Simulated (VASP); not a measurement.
# As: band structure with PBE

Crystal: As.

```
As
1.0
     2.70368    0.00000    0.00000
     0.00000    2.70368    0.00000
     0.00000    0.00000    2.70368
As
1
Direct
  0.50000 0.50000 0.50000
```

This isn't the form of As at room conditions, which is rhombohedral.

| Property | Result |
| --- | --- |
| Program | VASP 6.6.1 |
| Task | band structure |
| Functional | PBE |
| Potentials or basis | VASP PAW PBE potentials, release 64 (As) |
| Cutoff | 600 eV |
| k mesh | 10 × 10 × 10 |
| Occupations | fermi-dirac, width 0.05 eV |
| Spin | no spin polarisation |
| Further INCAR settings | ALGO = Normal; EDIFF = 1e-06 |

```json
{
  "Pressure": "2.4 GPa",
  "Band gap along the path": "none (metal or under the smearing width)"
}
```

Levels at the corners of the path, in eV from the Fermi level:
| point | band 1 | band 2 | band 3 | band 4 | band 5 | band 6 |
| --- | --- | --- | --- | --- | --- | --- |
| Γ | -14.94 | 4.19 | 4.19 | 4.19 | 8.53 | 8.53 |
| X | -11.80 | -6.90 | 6.49 | 6.49 | 11.21 | 14.17 |
| X | -11.80 | -6.90 | 6.49 | 6.49 | 11.21 | 14.17 |
| M | -8.52 | -4.23 | -4.23 | 2.55 | 8.66 | 16.50 |
| M | -8.52 | -4.23 | -4.23 | 2.55 | 8.66 | 16.50 |
| Γ | -14.94 | 4.19 | 4.19 | 4.19 | 8.53 | 8.53 |
| Γ | -14.94 | 4.19 | 4.19 | 4.19 | 8.53 | 8.53 |
| R | -4.89 | -1.79 | -1.79 | -1.79 | 5.98 | 5.98 |
| R | -4.89 | -1.79 | -1.79 | -1.79 | 5.98 | 5.98 |
| X | -11.80 | -6.90 | 6.49 | 6.49 | 11.21 | 14.17 |
| M | -8.52 | -4.23 | -4.23 | 2.55 | 8.66 | 16.50 |
| R | -4.89 | -1.79 | -1.79 | -1.79 | 5.98 | 5.98 |

Wall time 9.7 s on 1 thread of Intel(R) Xeon(R) Platinum 8375C CPU @ 2.90GHz (Ice Lake) (shared host), peak memory 0.14 GiB.
